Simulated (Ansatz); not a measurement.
# AlCo: which structure wins at one pressure, part 2 of 2

Which of rocksalt, CsCl, WC, NiAs, zincblende has the lowest enthalpy for AlCo at one common pressure? The runs shown use LAPW. Companion runs by PAW are cited.

Ansatz 0.2.0; DFT PBE; a cell built from a prototype (rocksalt type), not taken from measurement.

## 4. WC relaxed under pressure, LAPW

The input, input.yaml:

```yaml
crystal:
  lattice:
    - [2.4427678304, 0.0, 0.0]
    - [-1.2213839152, 2.1154989967, 0.0]
    - [0.0, 0.0, 3.5164387046]
  atoms:
    - { symbol: Co, position: [0.0, 0.0, 0.0] }
    - { symbol: Al, position: [0.3333333333, 0.6666666667, 0.5] }
kpoints:
  mp_grid: { grid: [16, 16, 14] }
scf:
  occupations: { method: fermi_dirac, width: 0.08 }
hamiltonian:
  xc: pbe
  pseudopotentials: { kind: all_electron, lapw: { basis_error: 0.0005 } }
output:
  forces: true
  stress: true
  eigenvalues: true
relax:
  f_tol: 0.005
  max_steps: 12
  cell: { p_target: 89.0, stress_tol: 0.044 }
```

The run is started by

```
> ansatz run input.yaml --threads 1 --pin off --max-ram 3584MiB --backend cpu --events-out ev --progress --plain --runs-dir out
```

The log of the run:

```text
The last accepted step is kept in <dir> (removed where the run ends without a failure and the disk answers)
LAPW: plane waves up to 10.002 Å⁻¹, error target 5.0e-4 eV per atom; small_component_spin mean_spin; Al in spheres of 1.014 Å, 11 of its electrons in bands, Dirac shells []; Co in spheres of 1.172 Å, 17 of its electrons in bands, Dirac shells []
Engine: ansatz 0.2.0
Pseudopotentials: kind: all_electron
Pseudopotential: Co, LAPW, valence charge 17, Koelling and Harmon's equation, gaussian nucleus
Pseudopotential: Al, LAPW, valence charge 11, Koelling and Harmon's equation, gaussian nucleus
Functional definition: PBE
  parameter kappa = 0.804
  parameter beta = 0.06672455060314922
  exchange = pbe_x(kappa = kappa, mu = beta*pi^2/3)
  correlation = pbe_c(beta = beta)
Crystal: 2 atoms, lattice volume = 18.172 Å³
Basis set: ecut = 381.1226197656144 eV, 299 PW (Γ), exchange–correlation at level 2
Bands: 18, of which v1, the nominal top of the filled ones, is band 14 counted from 1 (13 counted from 0)
Symmetry: 12 space group operations
Space group: P-6m2 (ITA 187), of the structure as read, at distance tolerance 2.6e-5 Å
k-points: 240 of 3584 (time reversal used)
Non-local potential: Co, projectors of the file, none
Non-local potential: Al, projectors of the file, none
Initial density: superposition of atomic densities (chi_scale 0.1, normalization cell, long waves kept (reshape's long-wave potential 0.00 eV rms))
Initial wavefunctions: plane waves of lowest kinetic energy (no species holds an atomic orbital)
Functional: x = pbe(κ = 0.804, μ = 0.2195149727645171), c = pbe(β = 0.06672455060314922)
iter 1 solved again at ethr=2.16e-3 eV; its pass at ethr=1.00e-1 eV (dr2=6.04e-1 eV) is discarded
SCF iter   1: F=—  HF=-44524.688354 eV  |F-HF|=—  |Δ(HF+E_count)|=         —  Δρ=4.43e-2  dr2=6.03e-1  ethr=2.16e-3  ⟨swp⟩=2.0  Hψ=28239  notcnv=0
preconditioner: auto → none  [metal: Δε(μ)=0.010 eV  Ē_g=10.259 eV  σ=0.080 eV  W_gap=0.03  n_scr=2 (ndim 8)  ℏωp=30.2 eV  f_vac=0.000  D(μ)=1.29/eV (n_scr^D=22)  sad-step TF]
SCF iter   2: F=—  HF=-44524.522531 eV  |F-HF|=—  |Δ(HF+E_count)|=   1.66e-1  Δρ=2.55e-2  dr2=1.53e-1  ethr=2.15e-3  ⟨swp⟩=2.0  Hψ=12722  notcnv=0  defer=2
SCF iter   3: F=—  HF=-44524.464443 eV  |F-HF|=—  |Δ(HF+E_count)|=   5.81e-2  Δρ=1.44e-2  dr2=6.14e-2  ethr=5.48e-4  ⟨swp⟩=2.2  Hψ=12784  notcnv=0
SCF iter   4: F=—  HF=-44524.438118 eV  |F-HF|=—  |Δ(HF+E_count)|=   2.63e-2  Δρ=8.64e-3  dr2=2.04e-2  ethr=2.19e-4  ⟨swp⟩=2.0  Hψ=12708  notcnv=0
iter 5 solved again at ethr=5.18e-6 eV; its pass at ethr=7.30e-5 eV (dr2=1.45e-3 eV) is discarded
SCF iter   5: F=—  HF=-44524.426952 eV  |F-HF|=—  |Δ(HF+E_count)|=   1.12e-2  Δρ=2.88e-3  dr2=1.45e-3  ethr=5.18e-6  ⟨swp⟩=2.0  Hψ=20641  notcnv=0
SCF iter   6: F=—  HF=-44524.425592 eV  |F-HF|=—  |Δ(HF+E_count)|=         —  Δρ=5.51e-4  dr2=4.50e-5  ethr=5.17e-6  ⟨swp⟩=2.0  Hψ=11879  notcnv=0
the basis was enlarged: its passes take 899.4 KiB over the memory plan, 1 of 1 planned eigensolver slots
SCF iter   7: F=—  HF=-44524.425546 eV  |F-HF|=—  |Δ(HF+E_count)|=   4.59e-5  Δρ=4.32e-5  dr2=3.37e-7  ethr=1.61e-7  ⟨swp⟩=2.0  Hψ=11878  notcnv=0
SCF iter   8: F=—  HF=-44524.425545 eV  |F-HF|=—  |Δ(HF+E_count)|=   7.76e-7  Δρ=1.28e-5  dr2=2.07e-8  ethr=1.20e-9  ⟨swp⟩=2.2  Hψ=11950  notcnv=0
SCF iter   9: F=-44524.425545 eV  HF=-44524.425545 eV  |F-HF|=6.33e-10  |Δ(HF+E_count)|=   3.47e-8  Δρ=6.75e-7  dr2=6.09e-11  ethr=7.40e-11  ⟨swp⟩=2.0  Hψ=11891  notcnv=0
SCF 1 converged in 9 iterations: F = -44524.425545 eV  dr2 = 6.09e-11
relax step   1: F+E_penalty+E_count = -44524.42554487 eV  Δ(F+E_penalty+E_count) = +0.000e0 eV  max|allowed force component| = 1.388e-17 eV/Å  Δτ_max = 0.0000 Å  P = +88.580 GPa  Ω = 18.172 Å³  (9 SCF iters, accepted)
Crystal: 2 atoms, lattice volume = 18.161 Å³
Basis set: ecut = 381.2770071159429 eV, 299 PW (Γ), exchange–correlation at level 2
Initial density: handed on by an earlier stage of this run
Initial wavefunctions: those handed on with the density
iter 1 solved again at ethr=1.04e-8 eV; its pass at ethr=1.00e-1 eV (dr2=2.93e-6 eV) is discarded
SCF iter   1: F=—  HF=-44524.419438 eV  |F-HF|=—  |Δ(HF+E_count)|=         —  Δρ=7.26e-5  dr2=1.74e-6  ethr=1.04e-8  ⟨swp⟩=4.2  Hψ=23363  notcnv=0
preconditioner: auto → none  [metal: Δε(μ)=0.004 eV  Ē_g=9.982 eV  σ=0.080 eV  W_gap=0.01  n_scr=2 (ndim 8)  ℏωp=30.2 eV  f_vac=0.000  D(μ)=1.35/eV (n_scr^D=22)]
SCF iter   2: F=—  HF=-44524.419442 eV  |F-HF|=—  |Δ(HF+E_count)|=   4.60e-6  Δρ=1.67e-4  dr2=9.81e-6  ethr=6.23e-9  ⟨swp⟩=3.0  Hψ=13040  notcnv=0
iter 3 solved again at ethr=2.83e-11 eV; its pass at ethr=6.23e-9 eV (dr2=7.93e-9 eV) is discarded
SCF iter   3: F=-44524.419437 eV  HF=-44524.419437 eV  |F-HF|=2.15e-8  |Δ(HF+E_count)|=   5.39e-6  Δρ=7.85e-6  dr2=7.93e-9  ethr=2.83e-11  ⟨swp⟩=2.8  Hψ=21669  notcnv=0
SCF 2 converged in 3 iterations: F = -44524.419437 eV  dr2 = 7.93e-9
relax step   2: F+E_penalty+E_count = -44524.41943691 eV  Δ(F+E_penalty+E_count) = +6.108e-3 eV  max|allowed force component| = 3.007e-17 eV/Å  Δτ_max = 0.0000 Å  P = +88.872 GPa  Ω = 18.161 Å³  (3 SCF iters, accepted)
Crystal: 2 atoms, lattice volume = 18.156 Å³
Basis set: ecut = 381.35049430282527 eV, 299 PW (Γ), exchange–correlation at level 2
iter 1 solved again at ethr=4.31e-9 eV; its pass at ethr=1.00e-1 eV (dr2=1.21e-6 eV) is discarded
SCF iter   1: F=—  HF=-44524.416524 eV  |F-HF|=—  |Δ(HF+E_count)|=         —  Δρ=4.94e-5  dr2=7.35e-7  ethr=4.31e-9  ⟨swp⟩=4.1  Hψ=23413  notcnv=0
preconditioner: auto → none  [metal: Δε(μ)=0.005 eV  Ē_g=9.984 eV  σ=0.080 eV  W_gap=0.02  n_scr=2 (ndim 8)  ℏωp=30.2 eV  f_vac=0.000  D(μ)=1.35/eV (n_scr^D=22)]
SCF iter   2: F=—  HF=-44524.416526 eV  |F-HF|=—  |Δ(HF+E_count)|=   1.90e-6  Δρ=1.07e-4  dr2=4.08e-6  ethr=2.63e-9  ⟨swp⟩=3.0  Hψ=12967  notcnv=0
iter 3 solved again at ethr=3.22e-11 eV; its pass at ethr=2.63e-9 eV (dr2=9.01e-9 eV) is discarded
SCF iter   3: F=-44524.416524 eV  HF=-44524.416524 eV  |F-HF|=2.17e-8  |Δ(HF+E_count)|=   2.23e-6  Δρ=8.17e-6  dr2=9.01e-9  ethr=3.22e-11  ⟨swp⟩=2.1  Hψ=20935  notcnv=0
SCF 3 converged in 3 iterations: F = -44524.416524 eV  dr2 = 9.01e-9
relax step   3: F+E_penalty+E_count = -44524.41652402 eV  Δ(F+E_penalty+E_count) = +2.913e-3 eV  max|allowed force component| = 3.932e-17 eV/Å  Δτ_max = 0.0000 Å  P = +89.009 GPa  Ω = 18.156 Å³  (3 SCF iters, accepted)
iter 1 solved again at ethr=3.23e-11 eV; its pass at ethr=1.00e-1 eV (dr2=9.04e-9 eV) is discarded
SCF iter   1: F=—  HF=-44524.416524 eV  |F-HF|=—  |Δ(HF+E_count)|=         —  Δρ=8.18e-6  dr2=9.02e-9  ethr=3.23e-11  ⟨swp⟩=3.3  Hψ=20377  notcnv=0  reapply=4
preconditioner: auto → none  [metal: Δε(μ)=0.004 eV  Ē_g=9.984 eV  σ=0.080 eV  W_gap=0.01  n_scr=2 (ndim 8)  ℏωp=30.2 eV  f_vac=0.000  D(μ)=1.35/eV (n_scr^D=22)]
SCF iter   2: F=—  HF=-44524.416524 eV  |F-HF|=—  |Δ(HF+E_count)|=   3.41e-8  Δρ=9.64e-6  dr2=3.37e-8  ethr=3.22e-11  ⟨swp⟩=3.0  Hψ=13030  notcnv=0
SCF iter   3: F=-44524.416524 eV  HF=-44524.416524 eV  |F-HF|=1.00e-8  |Δ(HF+E_count)|=   1.66e-8  Δρ=3.89e-6  dr2=2.91e-9  ethr=3.22e-11  ⟨swp⟩=2.4  Hψ=12013  notcnv=0
SCF 4 converged in 3 iterations: F = -44524.416524 eV  dr2 = 2.91e-9
relax step   4: F+E_penalty+E_count = -44524.41652428 eV  Δ(F+E_penalty+E_count) = -2.614e-7 eV  max|allowed force component| = 3.238e-17 eV/Å  Δτ_max = 0.0000 Å  P = +89.009 GPa  Ω = 18.156 Å³  stress off target by 2.55e-2 GPa  SCF on the basis re-selected at this cell (its energy is not comparable with the rows above)  (3 SCF iters)
basis re-selected at this cell: Δ(F+E_penalty+E_count) = -2.614e-7 eV, ΔP = +0.000 GPa vs the last step (what re-selecting the basis moved, after the strain that the cell walked since its last selection, with what the two solves' SCF thresholds leave and, on support functions, any second-order correction that the steps lacked; it is no measure of the basis error at this ecutwfc). This SCF's stress stands 2.55e-2 GPa from its target on what of the cell is left free (relax.cell.stress_tol is 4.40e-2 GPa) and its largest allowed force component is 3.24e-17 eV/Å (relax.f_tol is 5.00e-3 eV/Å): within both
SCF converged after 3 iterations
Free energy (F): -44524.416524 eV
Harris-Foulkes:  -44524.416524 eV  (|F-HF|=1.00e-8)
Internal energy: -44524.388038 eV  (E = F + TS)
E sigma→0 (E₀):  -44524.402281 eV
Entropy (-TS):   -0.028487 eV (-14.243 meV/atom)
Fermi energy:    21.012110 eV
--- Per-component energies (eV) ---
  E_band       = -581.013949
  E_kinetic    = 45131.543178
  E_xc         = -2139.829977
  E_electrostatic = -87516.101239  (all electrons and nuclei)
  E_smearing   = -0.028487  (= −TS)
  E_closure    = 0.000000  (closes the sum)
  E_atoms      = -44513.072186  (free atoms, spherical and without spin; not in F)
  Σ components = -44524.416524   (vs F -44524.416524, Δ=0.00e0)
  Basis errors (estimates in eV, not in F): energy 1.5e-4 per atom: plane waves 1.3e-4 (6.9e-5 summed), levels above the bands 3.4e-41, relativity 9.8e-9, radial functions 2.2e-5, core shells 5.7e-9; eigenvalues (radial functions only) 3.6e-7; not estimated: angular momenta, meshes, grids; target (lapw.basis_error) 5.0e-4; muffin-tin radii Al 1.014 Å, Co 1.172 Å
--- Forces (eV/Å), atoms counted from 1 ---
  atom   1  Co     0.00000000     0.00000000     0.00000000
  atom   2  Al     0.00000000    -0.00000000     0.00000000
  max |Σ_I F_I| component: 3.70e-17 eV/Å
--- Stress (GPa, compression-positive) ---
       89.001171       0.000000       0.000000
        0.000000      89.001171       0.000000
        0.000000       0.000000      89.025498
  P = ⅓ Tr σ = 89.0093 GPa (890.093 kbar)
--- Band table (eV; the first three rows and the last of 240) ---
  k-point 0: bands = ["-81.1414", "-74.0173", "-42.5583", "-42.5486", "-42.5486", "-37.2624", "-37.2132", "-37.2132", "8.0668", "16.1554", "18.9633", "18.9633", "19.1276", "20.2411", "20.2411", "25.6031", "36.5763", "36.5763"]
  k-point 1: bands = ["-81.1414", "-74.0173", "-42.5578", "-42.5486", "-42.5486", "-37.2633", "-37.2132", "-37.2132", "8.1307", "16.0243", "18.9635", "18.9635", "18.9994", "20.2349", "20.2349", "25.9280", "36.6330", "36.6330"]
  k-point 2: bands = ["-81.1413", "-74.0174", "-42.5564", "-42.5485", "-42.5485", "-37.2657", "-37.2133", "-37.2133", "8.3208", "15.6228", "18.7361", "18.9640", "18.9640", "20.2174", "20.2174", "26.7846", "36.7950", "36.7950"]
  k-point 239: bands = ["-81.1197", "-73.9627", "-42.6384", "-42.6227", "-42.5360", "-37.4527", "-37.4141", "-37.2195", "15.9924", "17.1507", "17.4618", "18.0754", "19.3201", "19.3271", "23.6740", "24.8417", "26.5135", "27.5263"]
--- Relaxed structure (3 steps of the walk, 3 accepted, 1 SCFs on fresh bases) ---
  F+E_penalty+E_count = -44524.41652428 eV   max|allowed force component| = 3.238e-17 eV/Å   (the final SCF, on the basis selected at the relaxed cell)
  cell:  # Å, volume = 18.1555 Å³
    - [2.441620791310509, 4.771907912621896e-34, 0.0]
    - [-1.2208103956552545, 2.1145056316831643, 0.0]
    - [0.0, 0.0, 3.516589084947989]
  atoms:
    - { symbol: Co, position: [0.0, -3.700743415524894e-17, 0.0] }
    - { symbol: Al, position: [0.3333333333333333, 0.6666666666666666, 0.49999999999999994] }
```

Wall time 2.3 min (1 thread of Arm Neoverse V2, shared host); peak memory 0.59 GiB.

Step by step:

| step | energy from step 1 (eV/cell) | largest force component (eV/Å) | pressure (GPa) | volume (Å³) |
| --- | --- | --- | --- | --- |
| 1 | 0.0000 | 0.0000 | 88.58 | 18.17 |
| 2 | 0.0061 | 0.0000 | 88.87 | 18.16 |
| 3 | 0.0090 | 0.0000 | 89.01 | 18.16 |
| 4 | 0.0090 | 0.0000 | 89.01 | 18.16 |

Step 1 is the start. Step 4 repeats the geometry before on a plane-wave basis chosen anew for that cell, so the energy can jump there without any move; the table keeps such jumps.

| input's cell | before | after | change |
| --- | --- | --- | --- |
| a (Å) | 2.443 | 2.442 | -0.0 % |
| b (Å) | 2.443 | 2.442 | -0.0 % |
| c (Å) | 3.516 | 3.517 | +0.0 % |
| volume (Å³/atom) | 9.09 | 9.08 | -0.1 % |

Read from it: pressure 89.01 GPa; no gap.

## 5. NiAs at the cell that PAW relaxed, LAPW

The input, input.yaml:

```yaml
crystal:
  lattice:
    - [2.4403736197, 0.0, 0.0]
    - [-1.2201868099, 2.1134255494, 0.0]
    - [0.0, 0.0, 7.0472211633]
  atoms:
    - { symbol: Co, position: [0.0, 0.0, 0.0] }
    - { symbol: Co, position: [0.0, 0.0, 0.5] }
    - { symbol: Al, position: [0.3333333333, 0.6666666667, 0.25] }
    - { symbol: Al, position: [0.6666666667, 0.3333333333, 0.75] }
kpoints:
  mp_grid: { grid: [12, 12, 7] }
scf:
  occupations: { method: fermi_dirac, width: 0.08 }
hamiltonian:
  xc: pbe
  pseudopotentials: { kind: all_electron, lapw: { basis_error: 0.0005 } }
output:
  forces: true
  stress: true
  eigenvalues: true
  populations: true
```

The run is started by

```
> ansatz run input.yaml --threads 1 --pin off --max-ram 3584MiB --backend cpu --events-out ev --progress --plain --runs-dir out
```

The log of the run, cut to the lines that bear on the results:

```text
Co: projections on atomic orbitals take those of the free atom 1s2 2s2 2p6 3s2 3p6 3d7 4s2, of charge +0.00 (hamiltonian.pseudopotentials.projection_atoms)
Al: projections on atomic orbitals take those of the free atom 1s2 2s2 2p6 3s2 3p1, of charge +0.00 (hamiltonian.pseudopotentials.projection_atoms)
LAPW: plane waves up to 9.634 Å⁻¹, error target 5.0e-4 eV per atom; small_component_spin mean_spin; Al in spheres of 1.045 Å, 11 of its electrons in bands, Dirac shells []; Co in spheres of 1.211 Å, 17 of its electrons in bands, Dirac shells []
[...]
Pseudopotentials: kind: all_electron
Pseudopotential: Co, LAPW, valence charge 17, Koelling and Harmon's equation, gaussian nucleus
Pseudopotential: Al, LAPW, valence charge 11, Koelling and Harmon's equation, gaussian nucleus
Functional definition: PBE
[...]
Crystal: 4 atoms, lattice volume = 36.346 Å³
[...]
SCF converged after 9 iterations
Free energy (F): -89048.834095 eV
[...]
E sigma→0 (E₀):  -89048.805942 eV
Entropy (-TS):   -0.056308 eV (-14.077 meV/atom)
Fermi energy:    21.004122 eV
[...]
--- Forces (eV/Å), atoms counted from 1 ---
  atom   1  Co     0.00000000     0.00000000     0.00000000
  atom   2  Co    -0.00000000     0.00000000     0.00000000
  atom   3  Al    -0.00000000    -0.00000000     0.00000000
  atom   4  Al     0.00000000     0.00000000     0.00000000
[...]
--- Stress (GPa, compression-positive) ---
       88.488932      -0.000000       0.000000
       -0.000000      88.488932       0.000000
        0.000000       0.000000      88.755238
  P = ⅓ Tr σ = 88.5777 GPa (885.777 kbar)
--- Band table (eV; the first three rows and the last of 76) ---
[...]
--- Löwdin populations: 4 sites ---
  site symbol       q [e]
     0     Co     26.5769
     1     Co     26.5769
     2     Al     13.2420
     3     Al     13.2420
  spilling = 0.004527 (of n_electrons = 80.000000)
```

Wall time 40 s (1 thread of Arm Neoverse V2, shared host); peak memory 0.62 GiB.

This run gives: pressure 88.58 GPa; no gap.

## 6. Zincblende relaxed under pressure, LAPW

The input, input.yaml:

```yaml
crystal:
  lattice:
    - [0.0, 2.2532049762, 2.2532049762]
    - [2.2532049762, 0.0, 2.2532049762]
    - [2.2532049762, 2.2532049762, 0.0]
  atoms:
    - { symbol: Co, position: [0.0, 0.0, 0.0] }
    - { symbol: Al, position: [0.25, 0.25, 0.25] }
kpoints:
  mp_grid: { grid: [13, 13, 13] }
scf:
  occupations: { method: fermi_dirac, width: 0.08 }
hamiltonian:
  xc: pbe
  pseudopotentials: { kind: all_electron, lapw: { basis_error: 0.0005 } }
output:
  forces: true
  stress: true
  eigenvalues: true
relax:
  f_tol: 0.005
  max_steps: 12
  cell: { p_target: 89.0, stress_tol: 0.044 }
```

The run is started by

```
> ansatz run input.yaml --threads 1 --pin off --max-ram 3584MiB --backend cpu --events-out ev --progress --plain --runs-dir out
```

The log of the run, cut to the lines that bear on the results:

```text
[...]
LAPW: plane waves up to 11.828 Å⁻¹, error target 5.0e-4 eV per atom; small_component_spin mean_spin; Al in spheres of 0.883 Å, 11 of its electrons in bands, Dirac shells []; Co in spheres of 1.010 Å, 17 of its electrons in bands, Dirac shells []
[...]
Pseudopotentials: kind: all_electron
Pseudopotential: Co, LAPW, valence charge 17, Koelling and Harmon's equation, gaussian nucleus
Pseudopotential: Al, LAPW, valence charge 11, Koelling and Harmon's equation, gaussian nucleus
Functional definition: PBE
[...]
Crystal: 2 atoms, lattice volume = 22.879 Å³
Basis set: ecut = 532.9987953402799 eV, 609 PW (Γ), exchange–correlation at level 2
Bands: 18, of which v1, the nominal top of the filled ones, is band 14 counted from 1 (13 counted from 0)
Symmetry: 24 space group operations
Space group: F-43m (ITA 216), of the structure as read, at distance tolerance 2.8e-5 Å
[...]
  atom   2  Al     0.00000000    -0.00000000    -0.00000000
[...]
--- Stress (GPa, compression-positive) ---
       88.963078      -0.000000       0.000000
       -0.000000      88.963078      -0.000000
        0.000000      -0.000000      88.963078
  P = ⅓ Tr σ = 88.9631 GPa (889.631 kbar)
--- Band table (eV; the first three rows and the last of 84) ---
  k-point 0: bands = ["-86.3831", "-78.5279", "-47.8439", "-47.8439", "-47.8439", "-41.9471", "-41.9471", "-41.9471", "5.3433", "13.1514", "13.1514", "13.1514", "14.1718", "14.1718", "25.3758", "25.3758", "25.3758", "28.4116"]
[...]
--- Relaxed structure (1 steps of the walk, 1 accepted, 1 SCFs on fresh bases) ---
  F+E_penalty+E_count = -44520.44497035 eV   max|allowed force component| = 3.701e-17 eV/Å   (the final SCF, on the basis selected at the relaxed cell)
  cell:  # Å, volume = 22.8787 Å³
    - [0.0, 2.2532049762, 2.2532049762]
    - [2.2532049762, 0.0, 2.2532049762]
    - [2.2532049762, 2.2532049762, 0.0]
  atoms:
    - { symbol: Co, position: [0.0, 0.0, 0.0] }
    - { symbol: Al, position: [0.25, 0.25, 0.25] }
```

It took 46 s on 1 thread of Arm Neoverse V2, shared host; peak memory 0.43 GiB.

The steps of the relaxation:

| step | energy from step 1 (eV/cell) | largest force component (eV/Å) | pressure (GPa) | volume (Å³) |
| --- | --- | --- | --- | --- |
| 1 | 0.0000 | 0.0000 | 88.96 | 22.88 |
| 2 | 0.0000 | 0.0000 | 88.96 | 22.88 |

Step 1 is the start. Step 2 repeats the geometry before on a plane-wave basis chosen anew for that cell, so the energy can jump there without any move; the table keeps such jumps.

| input's cell | before | after | change |
| --- | --- | --- | --- |
| a (Å) | 3.187 | 3.187 | +0.0 % |
| b (Å) | 3.187 | 3.187 | +0.0 % |
| c (Å) | 3.187 | 3.187 | +0.0 % |
| volume (Å³/atom) | 11.44 | 11.44 | +0.0 % |

Result: pressure 88.96 GPa; no gap.

## 7. The series in one table

Rows by PAW come from runs of the same series that aren't printed here.

Enthalpy per atom, H = F + pV at p = 89 GPa, from each method's lowest phase:

| method | start | space group, start → end | volume (Å³/atom) | pressure (GPa) | enthalpy (meV/atom) |
| --- | --- | --- | --- | --- | --- |
| LAPW | rocksalt | Fm-3m → Fm-3m | 9.609 | 89.0 | 1520.8 |
| LAPW | CsCl | Pm-3m → Pm-3m | 8.793 | 89.0 | 0.0 |
| LAPW | WC | P-6m2 → P-6m2 | 9.078 | 89.0 | 485.4 |
| LAPW, at PAW's cell | NiAs | P6_3/mmc | 9.087 | 88.6 | 490.0 |
| LAPW | zincblende | F-43m → F-43m | 11.439 | 89.0 | 3783.0 |
| PAW | rocksalt | Fm-3m → Fm-3m | 9.615 | 89.0 | 1521.0 |
| PAW | CsCl | Pm-3m → Pm-3m | 8.799 | 89.0 | 0.0 |
| PAW | WC | P-6m2 → P-6m2 | 9.086 | 89.0 | 487.0 |
| PAW | NiAs | P6_3/mmc → P6_3/mmc | 9.087 | 89.0 | 491.6 |
| PAW | zincblende | F-43m → F-43m | 11.439 | 89.0 | 3783.9 |

## 8. What came out

This closing draws on all 2 parts.

```
     quantity                          value
     pressure                         89 GPa
lowest (LAPW)  CsCl, 485.4 meV/atom under WC
 lowest (PAW)  CsCl, 487.0 meV/atom under WC
```

In words: By LAPW the order is CsCl < WC < NiAs < rocksalt < zincblende. By PAW the order is CsCl < WC < NiAs < rocksalt < zincblende. The methods agree on the lowest phase. Only these structures were tried, with electrons smeared by 0.08 eV and without vibrations, so the true ground state may be another. The k meshes differ between phases and weren't tested, which can move differences by some meV. Spin polarisation is left out here, though a magnetic state may lie well lower.
